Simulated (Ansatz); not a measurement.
# RbBr: the cost of one run

Computed with Ansatz 0.2.0 (DFT LDA, scalar-relativistic, plane waves, PAW, unless a step's input says otherwise).

## (1) Starting point

Symmetry: P3m1, No. 156, trigonal system. Conventional cell: a = 4.847 Å, b = 4.847 Å, c = 29.894 Å, α = 90.00°, β = 90.00°, γ = 120.00°. Around Br (site symmetry 3m) lie 3 Rb at 3.43 Å. Rb (site symmetry 3m) is surrounded by 6 Br at 3.43 Å. Br (site symmetry 3m) is surrounded by 6 Rb at 3.43 Å. Rb (site symmetry 3m) is surrounded by 3 Br at 3.43 Å.

As a file:

```xyz
6
Lattice="4.8472 0.0000 0.0000 -2.4236 4.1978 0.0000 0.0000 0.0000 29.8943" Properties=species:S:1:pos:R:3 pbc="T T T"
Br    0.0000    2.7985   10.0000
Rb    2.4236    1.3993   11.9789
Br    0.0000    0.0000   13.9577
Rb    0.0000    2.7985   15.9366
Br    2.4236    1.3993   17.9155
Rb    0.0000    0.0000   19.8943
```

Slab cut from the bulk at the bulk's listed lattice constants, lower half held.

## (2) Relaxing the atoms

File input.yaml:

```yaml
crystal:
  lattice:
    - [4.84721699, 0.0, 0.0]
    - [-2.42360849, 4.19781305, 0.0]
    - [0.0, 0.0, 29.894340059]
  atoms:
    - { symbol: Br, position: [0.33333333, 0.66666667, 0.3345114821] }
    - { symbol: Rb, position: [0.66666667, 0.33333333, 0.4007068893] }
    - { symbol: Br, position: [0.0, 0.0, 0.4669022964] }
    - { symbol: Rb, position: [0.33333333, 0.66666667, 0.5330977036] }
    - { symbol: Br, position: [0.66666667, 0.33333333, 0.5992931107] }
    - { symbol: Rb, position: [0.0, 0.0, 0.6654885179] }
basis:
  ecutwfc: 420.0
  fft_grid_basis: typed
kpoints:
  mp_grid: { grid: [6, 6, 1] }
hamiltonian:
  xc: lda
  pseudopotentials: { kind: paw }
scf:
  occupations: { method: gaussian, width: 0.05 }
output:
  forces: true
  eigenvalues: true
efield:
  axis: 3
  dipole_correction: true
  ramp_width: 0.04
relax:
  adjacent_minimum: "off"
  f_tol: 0.04
  max_steps: 40
  constraints: [{ sites: [0, 1, 2] }]
```

The run is started by

```bash
$ ansatz run input.yaml --threads 1 --pin off --max-ram 2211MiB --backend cpu --events-out ev --progress --plain --runs-dir out
```

Q: Estimate wall time and peak memory on 1 thread of Arm Neoverse N1, shared host.

About 2 min, with a peak of 0.53 GiB.
